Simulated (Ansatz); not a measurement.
# RbBr (Pm-3m): how far a G0W0 gap depends on its settings

How well converged is a G0W0 gap of RbBr, database structure?

Program: Ansatz 0.2.0. G0W0, plane waves. The values are computed, spin-unpolarised, and not measurements.

### 1 The structure to begin with

The cell was relaxed beforehand with r2SCAN.

Space group Pm-3m (No. 221), cubic; conventional cell a = 4.124 Å, 35.08 Å³ an atom. Near Rb stand 8 Br at 3.57 Å; near Br stand 8 Rb at 3.57 Å.

As a file:

```cif
data_structure
_symmetry_space_group_name_H-M 'Pm-3m'
_symmetry_Int_Tables_number 221
_cell_length_a 4.1243
_cell_length_b 4.1243
_cell_length_c 4.1243
_cell_angle_alpha 90.000
_cell_angle_beta 90.000
_cell_angle_gamma 90.000
_cell_volume 70.15
loop_
_atom_site_label
_atom_site_type_symbol
_atom_site_symmetry_multiplicity
_atom_site_Wyckoff_symbol
_atom_site_fract_x
_atom_site_fract_y
_atom_site_fract_z
_atom_site_occupancy
Rb1 Rb 1 a 0.00000 0.00000 0.00000 1
Br1 Br 1 b 0.50000 0.50000 0.50000 1
```

### 2 113 empty bands, 80 eV

File input.yaml:

```yaml
crystal:
  lattice:
    - [4.1242529966, 0.0, 0.0]
    - [0.0, 4.1242529966, 0.0]
    - [0.0, 0.0, 4.1242529966]
  atoms:
    - { symbol: Rb, position: [0.0, 0.0, 0.0] }
    - { symbol: Br, position: [0.5, 0.5, 0.5] }
kpoints:
  mp_grid: { grid: [4, 4, 4] }
hamiltonian:
  xc: r2scan
scf:
  occupations: { method: fixed }
gw:
  n_empty_bands: 113
  ecut_chi: 80
  qp_bands: [v2, c2]
  qp_kpoints: band_edges
  screening: { model: contour_deformation }
```

Started as:

```
> ansatz run input.yaml --threads 2 --pin off --max-ram 3686MiB --backend cpu --events-out ev --progress --plain --runs-dir out
```

### 3 263 empty bands, 140 eV

Changes to input.yaml since step 2:

```diff
@@ -15,4 +15,4 @@
 gw:
-  n_empty_bands: 113
-  ecut_chi: 80
+  n_empty_bands: 263
+  ecut_chi: 140
   qp_bands: [v2, c2]
```

### 4 484 empty bands, 210 eV

Changes to input.yaml since step 3:

```diff
@@ -15,4 +15,4 @@
 gw:
-  n_empty_bands: 263
-  ecut_chi: 140
+  n_empty_bands: 484
+  ecut_chi: 210
   qp_bands: [v2, c2]
```

### 5 Starting from HSE06

Changes to input.yaml since step 4:

```diff
@@ -11,3 +11,3 @@
 hamiltonian:
-  xc: r2scan
+  xc: hse06
 scf:
@@ -15,4 +15,4 @@
 gw:
-  n_empty_bands: 484
-  ecut_chi: 210
+  n_empty_bands: 263
+  ecut_chi: 140
   qp_bands: [v2, c2]
```

### 6 Starting from LDA

Changes to input.yaml since step 5:

```diff
@@ -11,3 +11,3 @@
 hamiltonian:
-  xc: hse06
+  xc: lda
 scf:
```

### 7 Starting from PBE

Changes to input.yaml since step 6:

```diff
@@ -11,3 +11,3 @@
 hamiltonian:
-  xc: lda
+  xc: pbe
 scf:
```

### 8 A plasmon pole in place of the full frequency dependence

Changes to input.yaml since step 7:

```diff
@@ -11,3 +11,3 @@
 hamiltonian:
-  xc: pbe
+  xc: r2scan
 scf:
@@ -19,2 +19,2 @@
   qp_kpoints: band_edges
-  screening: { model: contour_deformation }
+  screening: { model: godby_needs }
```

### 9 A finer mesh, 6×6×6

Changes to input.yaml since step 8:

```diff
@@ -9,3 +9,3 @@
 kpoints:
-  mp_grid: { grid: [4, 4, 4] }
+  mp_grid: { grid: [6, 6, 6] }
 hamiltonian:
@@ -15,6 +15,6 @@
 gw:
-  n_empty_bands: 263
-  ecut_chi: 140
+  n_empty_bands: 113
+  ecut_chi: 80
   qp_bands: [v2, c2]
   qp_kpoints: band_edges
-  screening: { model: godby_needs }
+  screening: { model: contour_deformation }
```

### 10 Norm-conserving pseudopotentials

Changes to input.yaml since step 9:

```diff
@@ -9,5 +9,6 @@
 kpoints:
-  mp_grid: { grid: [6, 6, 6] }
+  mp_grid: { grid: [4, 4, 4] }
 hamiltonian:
   xc: r2scan
+  pseudopotentials: { kind: nc }
 scf:
@@ -15,4 +16,4 @@
 gw:
-  n_empty_bands: 113
-  ecut_chi: 80
+  n_empty_bands: 263
+  ecut_chi: 140
   qp_bands: [v2, c2]
```

Q: Predict the outcome of this session. Wanted: for each run, start; potentials; frequencies; empty bands; cutoff; Kohn-Sham gap; G0W0 gap.

The runs gave:

| start | potentials | frequencies | empty bands | cutoff (eV) | mesh | Kohn-Sham gap (eV) | G0W0 gap (eV) |
| --- | --- | --- | --- | --- | --- | --- | --- |
| r2SCAN | PAW | full | 113 | 80 | 4×4×4 | 4.83 | 6.58 |
| r2SCAN | PAW | full | 263 | 140 | 4×4×4 | 4.83 | 6.78 |
| r2SCAN | PAW | full | 484 | 210 | 4×4×4 | 4.83 | 6.85 |
| HSE06 | PAW | full | 263 | 140 | 4×4×4 | 5.27 | 6.98 |
| LDA | PAW | full | 263 | 140 | 4×4×4 | 3.68 | 6.24 |
| PBE | PAW | full | 263 | 140 | 4×4×4 | 4.09 | 6.42 |
| r2SCAN | PAW | pole | 263 | 140 | 4×4×4 | 4.83 | 6.76 |
| r2SCAN | PAW | full | 113 | 80 | 6×6×6 | 4.83 | 6.57 |
| r2SCAN | NC | full | 263 | 140 | 4×4×4 | 4.83 | 6.72 |

Gaps are those on each run's own mesh.

With bands and cutoff raised together, from 113 bands at 80 eV to 484 at 210 eV, the gap moves by +0.27 eV, and on the last rung by +0.07 eV; extrapolated in 1/N from the last two rungs, the limit on this k mesh would lie near 6.9 eV. The starting point matters: against r2SCAN, HSE06 gives +0.20 eV, LDA gives -0.54 eV, PBE gives -0.36 eV. The plasmon pole changes the gap by -0.021 eV. Norm-conserving potentials change it by -0.056 eV. On the finer mesh the quasiparticle shift is +1.74 eV, against +1.74 eV on the coarse one.
